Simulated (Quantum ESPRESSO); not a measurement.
Input of a Quantum ESPRESSO 7.5 run:

Contents of pw.in:

```
&CONTROL
  calculation = 'scf'
  prefix = 'pwscf'
  outdir = './tmp'
  pseudo_dir = './pseudo'
  tprnfor = .true.
  tstress = .true.
  disk_io = 'low'
/
&SYSTEM
  ibrav = 0
  nat = 2
  ntyp = 2
  ecutwfc = 88
  nbnd = 14
  input_dft = 'scan'
  occupations = 'smearing'
  smearing = 'fd'
  degauss = 0.00367493
  nosym = .true.
/
&ELECTRONS
  conv_thr = 1d-08
  electron_maxstep = 120
  mixing_beta = 0.5
/
ATOMIC_SPECIES
Mg    24.3050 Mg_ONCV_PBE-1.2.upf
O     15.9990 O_ONCV_PBE-1.2.upf
CELL_PARAMETERS angstrom
   0.0000000000    2.0970013927    2.0970013927
   2.0970013927    0.0000000000    2.0970013927
   2.0970013927    2.0970013927    0.0000000000
ATOMIC_POSITIONS angstrom
Mg     0.0000000000    0.0000000000    0.0000000000
O      2.0970013927    2.0970013927    2.0970013927
K_POINTS automatic
8 8 8 0 0 0
```

bands.in

```
&CONTROL
  calculation = 'bands'
  prefix = 'pwscf'
  outdir = './tmp'
  pseudo_dir = './pseudo'
  disk_io = 'low'
  verbosity = 'high'
/
&SYSTEM
  ibrav = 0
  nat = 2
  ntyp = 2
  ecutwfc = 88
  nbnd = 14
  input_dft = 'scan'
  occupations = 'smearing'
  smearing = 'fd'
  degauss = 0.00367493
  nosym = .true.
/
&ELECTRONS
  conv_thr = 1d-08
  electron_maxstep = 120
  mixing_beta = 0.5
  diago_full_acc = .true.
  startingwfc = 'random'
/
ATOMIC_SPECIES
Mg    24.3050 Mg_ONCV_PBE-1.2.upf
O     15.9990 O_ONCV_PBE-1.2.upf
CELL_PARAMETERS angstrom
   0.0000000000    2.0970013927    2.0970013927
   2.0970013927    0.0000000000    2.0970013927
   2.0970013927    2.0970013927    0.0000000000
ATOMIC_POSITIONS angstrom
Mg     0.0000000000    0.0000000000    0.0000000000
O      2.0970013927    2.0970013927    2.0970013927
K_POINTS crystal
60
 0.0000000000  0.0000000000  0.0000000000 1
 0.0625000000  0.0000000000  0.0625000000 1
 0.1250000000  0.0000000000  0.1250000000 1
 0.1875000000  0.0000000000  0.1875000000 1
 0.2500000000  0.0000000000  0.2500000000 1
 0.3125000000  0.0000000000  0.3125000000 1
 0.3750000000  0.0000000000  0.3750000000 1
 0.4375000000  0.0000000000  0.4375000000 1
 0.5000000000  0.0000000000  0.5000000000 1
 0.5000000000  0.0625000000  0.5625000000 1
 0.5000000000  0.1250000000  0.6250000000 1
 0.5000000000  0.1875000000  0.6875000000 1
 0.5000000000  0.2500000000  0.7500000000 1
 0.4375000000  0.3125000000  0.7500000000 1
 0.3750000000  0.3750000000  0.7500000000 1
 0.3375000000  0.3375000000  0.6750000000 1
 0.3000000000  0.3000000000  0.6000000000 1
 0.2625000000  0.2625000000  0.5250000000 1
 0.2250000000  0.2250000000  0.4500000000 1
 0.1875000000  0.1875000000  0.3750000000 1
 0.1500000000  0.1500000000  0.3000000000 1
 0.1125000000  0.1125000000  0.2250000000 1
 0.0750000000  0.0750000000  0.1500000000 1
 0.0375000000  0.0375000000  0.0750000000 1
 0.0000000000  0.0000000000  0.0000000000 1
 0.0625000000  0.0625000000  0.0625000000 1
 0.1250000000  0.1250000000  0.1250000000 1
 0.1875000000  0.1875000000  0.1875000000 1
 0.2500000000  0.2500000000  0.2500000000 1
 0.3125000000  0.3125000000  0.3125000000 1
 0.3750000000  0.3750000000  0.3750000000 1
 0.4375000000  0.4375000000  0.4375000000 1
 0.5000000000  0.5000000000  0.5000000000 1
 0.5250000000  0.4500000000  0.5250000000 1
 0.5500000000  0.4000000000  0.5500000000 1
 0.5750000000  0.3500000000  0.5750000000 1
 0.6000000000  0.3000000000  0.6000000000 1
 0.6250000000  0.2500000000  0.6250000000 1
 0.5833333333  0.2500000000  0.6666666667 1
 0.5416666667  0.2500000000  0.7083333333 1
 0.5000000000  0.2500000000  0.7500000000 1
 0.5000000000  0.2857142857  0.7142857143 1
 0.5000000000  0.3214285714  0.6785714286 1
 0.5000000000  0.3571428571  0.6428571429 1
 0.5000000000  0.3928571429  0.6071428571 1
 0.5000000000  0.4285714286  0.5714285714 1
 0.5000000000  0.4642857143  0.5357142857 1
 0.5000000000  0.5000000000  0.5000000000 1
 0.4821428571  0.4821428571  0.5357142857 1
 0.4642857143  0.4642857143  0.5714285714 1
 0.4464285714  0.4464285714  0.6071428571 1
 0.4285714286  0.4285714286  0.6428571429 1
 0.4107142857  0.4107142857  0.6785714286 1
 0.3928571429  0.3928571429  0.7142857143 1
 0.3750000000  0.3750000000  0.7500000000 1
 0.6250000000  0.2500000000  0.6250000000 1
 0.5937500000  0.1875000000  0.5937500000 1
 0.5625000000  0.1250000000  0.5625000000 1
 0.5312500000  0.0625000000  0.5312500000 1
 0.5000000000  0.0000000000  0.5000000000 1
```

Potentials or basis: SG15 PBE 1.2.

Command:

```console
$ OMP_NUM_THREADS=1 pw.x -in pw.in > pw.out
$ OMP_NUM_THREADS=1 pw.x -in bands.in > bands.out
```

Q: Estimate the pressure.

A: 1.9 GPa.

Q: Estimate the band gap on the k mesh.

A: 5.65 eV, direct.

Levels at the corners of the path, in eV from the valence-band top:
| point | band 4 | band 5 | band 6 | band 7 | band 8 | band 9 | band 10 | band 11 | band 12 | band 13 |
| --- | --- | --- | --- | --- | --- | --- | --- | --- | --- | --- |
| Γ | -40.04 | -18.49 | 0.00 | 0.00 | 0.00 | 5.65 | 16.94 | 16.94 | 16.94 | 20.96 |
| X | -40.07 | -17.01 | -4.11 | -1.37 | -1.37 | 10.03 | 11.33 | 14.48 | 20.81 | 20.81 |
| W | -40.08 | -16.95 | -2.97 | -2.97 | -1.79 | 12.80 | 12.80 | 13.66 | 17.02 | 23.66 |
| K | -40.07 | -16.98 | -3.52 | -2.73 | -1.18 | 11.14 | 13.20 | 13.81 | 19.82 | 19.89 |
| Γ | -40.04 | -18.49 | 0.00 | 0.00 | 0.00 | 5.65 | 16.94 | 16.94 | 16.94 | 20.96 |
| L | -40.05 | -17.22 | -4.65 | -0.69 | -0.69 | 8.90 | 13.98 | 17.83 | 17.83 | 22.65 |
| U | -40.07 | -16.98 | -3.52 | -2.73 | -1.18 | 11.14 | 13.20 | 13.81 | 19.82 | 19.89 |
| W | -40.08 | -16.95 | -2.97 | -2.97 | -1.79 | 12.80 | 12.80 | 13.66 | 17.02 | 23.66 |
| L | -40.05 | -17.22 | -4.65 | -0.69 | -0.69 | 8.90 | 13.98 | 17.83 | 17.83 | 22.65 |
| K | -40.07 | -16.98 | -3.52 | -2.73 | -1.18 | 11.14 | 13.20 | 13.81 | 19.82 | 19.89 |
| U | -40.07 | -16.98 | -3.52 | -2.73 | -1.18 | 11.14 | 13.20 | 13.81 | 19.82 | 19.89 |
| X | -40.07 | -17.01 | -4.11 | -1.37 | -1.37 | 10.03 | 11.33 | 14.48 | 20.81 | 20.81 |

Caveat: the potentials were made for another functional, which shifts forces and pressure.

**Experimental background.**

“Electronic structure of alkaline earth and post-transition metal oxides”, 2009, arxiv:0908.1581 quotes, for a bulk crystal of MgO: band gap 7.83 eV.

Measured gap of MgO: 7.83 eV (quoted in “Electronic structure of alkaline earth and post-transition metal oxides”, 2009, arxiv:0908.1581). This calculation gives 5.65 eV (-2.18 eV). The value is that of SCAN, without temperature or zero-point motion. The cell is a database's relaxed one, not the measured one, which moves gaps too.
